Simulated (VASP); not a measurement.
# AgBr (Fm-3m) in VASP: a series of runs, part 3 of 4

VASP 6.6.1.

### 4 Band structure, PBE0

POSCAR reads:

```
AgBr
1.0
    0.0000000000      2.8701500000      2.8701500000
    2.8701500000      0.0000000000      2.8701500000
    2.8701500000      2.8701500000      0.0000000000
Ag Br
1 1
Direct
    0.0000000000      0.0000000000      0.0000000000
    0.5000000000      0.5000000000      0.5000000000
```

INCAR.step1 reads:

```
SYSTEM = AgBr
PREC = Accurate ; ENCUT = 520
EDIFF = 1E-5 ; ISMEAR = 0
SIGMA = 0.02 ; LREAL = .False.
LASPH = .True. ; NELM = 60
ALGO = Normal ; ISIF = 2
LWAVE = .True. ; LCHARG = .False.
LMAXMIX = 4 ; NBANDS = 16
GGA = PE ; KPAR = 4
```

INCAR.step2 reads:

```
SYSTEM = AgBr
PREC = Accurate ; ENCUT = 520
EDIFF = 1E-6 ; ISMEAR = 0
SIGMA = 0.02 ; LREAL = .False.
LASPH = .True. ; NELM = 60
ALGO = Normal ; ISIF = 2
LWAVE = .False. ; LCHARG = .False.
LMAXMIX = 4 ; GGA = PE
LHFCALC = .True. ; AEXX = 0.25
PRECFOCK = Fast ; HFRCUT = -1
NBANDS = 16 ; ISTART = 1
KPAR = 4
```

KPOINTS reads:

```
Automatic mesh
0
Gamma
  6 6 6
  0 0 0
```

KPOINTS_OPT reads:

```
path GXWKGLUWLK,UX
12
line-mode
reciprocal
 0.0000000000  0.0000000000  0.0000000000  G
 0.5000000000  0.0000000000  0.5000000000  X

 0.5000000000  0.0000000000  0.5000000000  X
 0.5000000000  0.2500000000  0.7500000000  W

 0.5000000000  0.2500000000  0.7500000000  W
 0.3750000000  0.3750000000  0.7500000000  K

 0.3750000000  0.3750000000  0.7500000000  K
 0.0000000000  0.0000000000  0.0000000000  G

 0.0000000000  0.0000000000  0.0000000000  G
 0.5000000000  0.5000000000  0.5000000000  L

 0.5000000000  0.5000000000  0.5000000000  L
 0.6250000000  0.2500000000  0.6250000000  U

 0.6250000000  0.2500000000  0.6250000000  U
 0.5000000000  0.2500000000  0.7500000000  W

 0.5000000000  0.2500000000  0.7500000000  W
 0.5000000000  0.5000000000  0.5000000000  L

 0.5000000000  0.5000000000  0.5000000000  L
 0.3750000000  0.3750000000  0.7500000000  K

 0.6250000000  0.2500000000  0.6250000000  U
 0.5000000000  0.0000000000  0.5000000000  X
```

Potentials or basis: VASP PAW PBE potentials, release 64 (Ag, Br).

On the command line:

```console
$ cat potpaw_PBE.64/Ag/POTCAR potpaw_PBE.64/Br/POTCAR > POTCAR
$ cp INCAR.step1 INCAR
$ mpirun -np 4 vasp_std > vasp.out
$ cp INCAR.step2 INCAR
$ mpirun -np 4 vasp_std > vasp.out
```

OUTCAR:

```text
SYSTEM = AgBr
   PREC = Accurate
   ENCUT = 520
   EDIFF = 1E-6
   ISMEAR = 0
   LREAL = .False.
   LASPH = .True.
   NELM = 60
   ISIF = 2
   GGA = PE
   LHFCALC = .True.
   AEXX = 0.25
   PRECFOCK = Fast
   ISTART = 1

 ion  position               nearest neighbor table
   1  0.000  0.000  0.000-   2 2.87   2 2.87   2 2.87   2 2.87   2 2.87   2 2.87
   2  0.500  0.500  0.500-   1 2.87   1 2.87   1 2.87   1 2.87   1 2.87   1 2.87

  LATTYP: Found a face centered cubic cell.
 ALAT       =     5.7403000000

  Lattice vectors:

 A1 = (   0.0000000000,   2.8701500000,   2.8701500000)
 A2 = (   2.8701500000,   0.0000000000,   2.8701500000)
 A3 = (   2.8701500000,   2.8701500000,   0.0000000000)

Analysis of symmetry for initial positions (statically):
=====================================================================
 Subroutine PRICEL returns:
 Original cell was already a primitive cell.

 Routine SETGRP: Setting up the symmetry group for a
 face centered cubic supercell.

 Subroutine GETGRP returns: Found 48 space group operations
 (whereof 48 operations were pure point group operations)
 out of a pool of 48 trial point group operations.

The static configuration has the point symmetry O_h .

Analysis of symmetry for dynamics (positions and initial velocities):
=====================================================================
 Subroutine PRICEL returns:
 Original cell was already a primitive cell.

 Routine SETGRP: Setting up the symmetry group for a
 face centered cubic supercell.

 Subroutine GETGRP returns: Found 48 space group operations
 (whereof 48 operations were pure point group operations)
 out of a pool of 48 trial point group operations.

The dynamic configuration has the point symmetry O_h .

 Subroutine INISYM returns: Found 48 space group operations
 (whereof 48 operations are pure point group operations),
 and found     1 'primitive' translations

[... 112 lines left out ...]
   PRECFOCK=fast      Normal, Fast or Accurate (Low or Medium for compatibility)
   ENCUT4O =  -1.0   cutoff for four orbital integrals eV
   NKREDX  =     1    reduce k-point grid by
   NKREDY  =     1    reduce k-point grid by
   NKREDZ  =     1    reduce k-point grid by
   AEXX    =    0.2500 exact exchange contribution
   HFSCREEN=    0.0000 screening length (either q_TF or 0.3 A-1)
   HFSCREENC=   0.0000 screening length for correlation (either q_TF or 0.3 A-1)
   ENCUTFOCK=  -1.0 apply spherical cutoff to Coloumb kernel
   IVDW    =     0    specifies the selected vdW correction
   LEPSILON=     F    determine dielectric tensor
   LRPA    =     F    only Hartree local field effects (RPA)
 non-spin polarized calculation
 Gauss-broadening in eV      SIGMA  =   0.02
  energy-cutoff  :      520.00
  volume of cell :       47.29
 maximum number of plane-waves:      1303
  NGX = 18; NGY = 18; NGZ = 18

 number of electron      18.0000002 magnetization

 Free energy of the ion-electron system (eV)
  ---------------------------------------------------
  ext. energy  EPLUGINS =         0.00000000
  ---------------------------------------------------
  free energy    TOTEN  =        -6.63079496 eV

  energy without entropy =       -6.63079496  energy(sigma->0) =       -6.63079496

 E-fermi :   2.5253     XC(G=0):  -7.7620

 val. band max:        2.3371871373   @ k =   0.5000   0.0000   0.0000
 cond. band min:       5.0026367399   @ k =   0.0000   0.0000   0.0000
 fundamental gap:      2.6654496026
 Fermi energy:         2.5252782452

 k-point     1 :       0.0000    0.0000    0.0000
  band No.  band energies     occupation
      1     -13.8336      2.00000
      2      -1.0639      2.00000
      3      -1.0639      2.00000
      4      -1.0286      2.00000
      5      -1.0286      2.00000
      6      -1.0286      2.00000
[... 281 lines left out ...]
      3      -2.0110      2.00000
      4      -1.6636      2.00000
      5      -0.6188      2.00000
      6      -0.6177      2.00000
[... 8 lines left out ...]
     15      18.4263      0.00000
     16      19.6303      0.00000

------------------------ aborting loop because EDIFF is reached ----------------------------------------

  FORCE on cell =-STRESS in cart. coord.  units (eV):
  Direction    XX          YY          ZZ          XY          YZ          ZX
  --------------------------------------------------------------------------------------
  -------------------------------------------------------------------------------------
  Total        0.5425264      0.5425264      0.5425264      0.0000000      0.0000000      0.0000000
  in kB       18.3817849     18.3817849     18.3817849      0.0000000      0.0000000      0.0000000
  external PRESSURE =      18.3817849 kB  Pullay stress =       0.0000000 kB

 VOLUME and BASIS-vectors are now :
 -----------------------------------------------------------------------------
  energy-cutoff  :      520.00
  volume of cell :       47.29
      direct lattice vectors                 reciprocal lattice vectors
     0.000000000  2.870150000  2.870150000    -0.174206923  0.174206923  0.174206923
     2.870150000  0.000000000  2.870150000     0.174206923 -0.174206923  0.174206923
     2.870150000  2.870150000  0.000000000     0.174206923  0.174206923 -0.174206923

 POSITION                                       TOTAL-FORCE (eV/Angst)
 -----------------------------------------------------------------------------------
      0.00000      0.00000      0.00000         0.000000      0.000000     -0.000000
      2.87015      2.87015      2.87015         0.000000      0.000000      0.000000
 -----------------------------------------------------------------------------------
    total drift:                               -0.000000     -0.000000     -0.000000

  FREE ENERGIE OF THE ION-ELECTRON SYSTEM (eV)
  ---------------------------------------------------
  free  energy   TOTEN  =        -6.6307949623 eV

  energy  without entropy=       -6.6307949623  energy(sigma->0) =       -6.63079496
```

OUTCAR.step1:

```text
SYSTEM = AgBr
   PREC = Accurate
   ENCUT = 520
   EDIFF = 1E-5
   ISMEAR = 0
   LREAL = .False.
   LASPH = .True.
[... 515 lines left out ...]
      0.00000      0.00000      0.00000         0.000000      0.000000      0.000000
      2.87015      2.87015      2.87015        -0.000000     -0.000000     -0.000000
 -----------------------------------------------------------------------------------
    total drift:                               -0.000000      0.000000      0.000000

  FREE ENERGIE OF THE ION-ELECTRON SYSTEM (eV)
  ---------------------------------------------------
  free  energy   TOTEN  =        -4.9819154562 eV

  energy  without entropy=       -4.9819154562  energy(sigma->0) =       -4.98191546
```

Wall time 28 min (4 MPI ranks of Intel Xeon Platinum 8488C (Sapphire Rapids), shared host); peak memory 0.27 GiB.

What came out:

```yaml
Free_energy: -6.6308 eV
Pressure: 1.8 GPa
Band_gap_on_the_k_mesh: 2.67 eV, indirect (least direct gap 4.52 eV)
Band_gap_along_the_path: 2.67 eV, indirect (least direct gap 4.52 eV)
```

Levels at the corners of the path, in eV from the valence-band top:
```csv
point,band 5,band 6,band 7,band 8,band 9,band 10,band 11,band 12,band 13,band 14
Γ,-3.37,-3.37,-1.85,-1.85,-1.85,2.67,12.05,12.05,12.05,13.14
X,-2.96,-2.96,-2.86,-2.85,-2.85,3.73,8.96,11.36,13.54,13.54
X,-2.96,-2.96,-2.86,-2.85,-2.85,3.73,8.96,11.36,13.54,13.54
W,-2.95,-2.95,-2.68,-2.68,-1.65,5.98,9.38,9.76,9.76,15.28
W,-2.95,-2.95,-2.68,-2.68,-1.65,5.98,9.38,9.76,9.76,15.28
K,-3.19,-3.01,-2.68,-2.36,-1.33,5.12,8.89,10.42,11.53,13.05
K,-3.19,-3.01,-2.68,-2.36,-1.33,5.12,8.89,10.42,11.53,13.05
Γ,-3.37,-3.37,-1.85,-1.85,-1.85,2.67,12.05,12.05,12.05,13.14
Γ,-3.37,-3.37,-1.85,-1.85,-1.85,2.67,12.05,12.05,12.05,13.14
L,-3.06,-3.06,-2.57,0.00,0.00,5.64,8.91,8.91,9.16,14.43
L,-3.06,-3.06,-2.57,0.00,0.00,5.64,8.91,8.91,9.16,14.43
U,-3.19,-3.01,-2.68,-2.36,-1.33,5.12,8.89,10.42,11.53,13.05
U,-3.19,-3.01,-2.68,-2.36,-1.33,5.12,8.89,10.42,11.53,13.05
W,-2.95,-2.95,-2.68,-2.68,-1.65,5.98,9.38,9.76,9.76,15.28
W,-2.95,-2.95,-2.68,-2.68,-1.65,5.98,9.38,9.76,9.76,15.28
L,-3.06,-3.06,-2.57,0.00,0.00,5.64,8.91,8.91,9.16,14.43
L,-3.06,-3.06,-2.57,0.00,0.00,5.64,8.91,8.91,9.16,14.43
K,-3.19,-3.01,-2.68,-2.36,-1.33,5.12,8.89,10.42,11.53,13.05
U,-3.19,-3.01,-2.68,-2.36,-1.33,5.12,8.89,10.42,11.53,13.05
X,-2.96,-2.96,-2.86,-2.85,-2.85,3.73,8.96,11.36,13.54,13.54
```

Caveat: the PAW data sets were made with another functional, which shifts forces and pressure a little.

(Part 3 of 4 ends here.)
